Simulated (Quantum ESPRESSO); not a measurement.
**AgCl (Chlorargyrite): single point with PBE**

The system is AgCl (Chlorargyrite).

```xyz
2
Lattice="0.0000 2.7350 2.7350 2.7350 0.0000 2.7350 2.7350 2.7350 0.0000" Properties=species:S:1:pos:R:3 pbc="T T T"
Ag    0.0000    0.0000    0.0000
Cl    2.7350    2.7350    2.7350
```

```yaml
Program: Quantum ESPRESSO 7.5
Task: single point
Functional: PBE
Potentials_or_basis: SG15 PBE 1.2
Cutoff: 952 eV
Density_cutoff: 3810 eV
k_mesh: 5 × 5 × 5
Occupations: fermi-dirac, width 0.05 eV
Spin: no spin polarisation
Mixing_beta: 0.5
Most_SCF_iterations: 120
SCF_threshold: 4e-10 Ry
```

```yaml
Pressure: 4.2 GPa
Band_gap_on_the_k_mesh: 1.12 eV, indirect (least direct gap 3.41 eV)
```

Levels at points of the mesh, in eV from the valence-band top:
```csv
k point,band 9,band 10,band 11,band 12,band 13,band 14,band 15,band 16,band 17,band 18
"(0.00, 0.00, 0.00)",-2.42,-2.42,-2.30,-2.30,-2.30,1.12,11.12,11.12,11.12,12.58
```

It took 4.8 s on 2 MPI ranks on Arm Neoverse V2, on a shared host, peak memory 0.12 GiB a rank.

The gap isn't set beside the measured one, since this odd mesh misses points on the zone boundary.

Caveat: this potential file gives levels or pressures that part from those of other sets; an odd mesh through Γ misses points on the zone boundary, where band edges often lie.
